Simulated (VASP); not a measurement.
Input of a VASP 6.6.1 run:

File INCAR:

```
SYSTEM = As2Pt
  ALGO = Normal
  EDIFF = 1E-7
  EDIFFG = -0.005
  ENCUT = 300
  GGA = PE
  IBRION = 2
  ISIF = 3
  ISMEAR = 0
  LASPH = .True.
  LCHARG = .False.
  LREAL = .False.
  LWAVE = .False.
  NELM = 80
  NSW = 90
  PREC = Accurate
  SIGMA = 0.03
```

Contents of KPOINTS:

```
k-points
0
Gamma
  3 3 3
  0 0 0
```

File POSCAR:

```
As2Pt                                   
1.0
    6.0562439039     -0.0000000000      0.0000000000
   -0.0000000000      6.0562439039     -0.0000000000
    0.0000000000     -0.0000000000      6.0562439039
  As              Pt            
     8     4
Direct
     0.3836833063976552    0.3836833063976552    0.3836833063976552
     0.1163166936023448    0.6163166936023448    0.8836833063976552
     0.8836833063976552    0.1163166936023448    0.6163166936023448
     0.6163166936023448    0.8836833063976552    0.1163166936023448
     0.6163166936023448    0.6163166936023448    0.6163166936023448
     0.8836833063976552    0.3836833063976552    0.1163166936023448
     0.1163166936023448    0.8836833063976552    0.3836833063976552
     0.3836833063976552    0.1163166936023448    0.8836833063976552
     0.0000000000000000    0.0000000000000000    0.0000000000000000
     0.5000000000000000    0.0000000000000000    0.5000000000000000
     0.5000000000000000    0.5000000000000000    0.0000000000000000
     0.0000000000000000    0.5000000000000000    0.5000000000000000
```

Potentials or basis: VASP PAW PBE potentials, release 64 (As, Pt).

Command:

```sh
$ cat potpaw_PBE.64/As/POTCAR potpaw_PBE.64/Pt/POTCAR > POTCAR
$ mpirun -np 4 vasp_std > vasp.out
```

Problem. Predict the band gap on the k mesh.

Solution. 0.52 eV, indirect (least direct gap 1.05 eV).

Final structure:
```cif
data_structure
_symmetry_space_group_name_H-M 'P 1'
_symmetry_Int_Tables_number 1
_cell_length_a 6.0562
_cell_length_b 6.0562
_cell_length_c 6.0562
_cell_angle_alpha 90.000
_cell_angle_beta 90.000
_cell_angle_gamma 90.000
_cell_volume 222.13
loop_
_atom_site_label
_atom_site_type_symbol
_atom_site_fract_x
_atom_site_fract_y
_atom_site_fract_z
_atom_site_occupancy
As1 As 0.38368 0.38368 0.38368 1
As2 As 0.11632 0.61632 0.88368 1
As3 As 0.88368 0.11632 0.61632 1
As4 As 0.61632 0.88368 0.11632 1
As5 As 0.61632 0.61632 0.61632 1
As6 As 0.88368 0.38368 0.11632 1
As7 As 0.11632 0.88368 0.38368 1
As8 As 0.38368 0.11632 0.88368 1
Pt1 Pt 0.00000 0.00000 0.00000 1
Pt2 Pt 0.50000 0.00000 0.50000 1
Pt3 Pt 0.50000 0.50000 0.00000 1
Pt4 Pt 0.00000 0.50000 0.50000 1
```

Caveat: the relaxation stopped at its first step, so nothing moved; spin-orbit coupling is left out, which moves the levels of the heavy elements; an odd mesh through Γ misses points on the zone boundary, where band edges often lie.
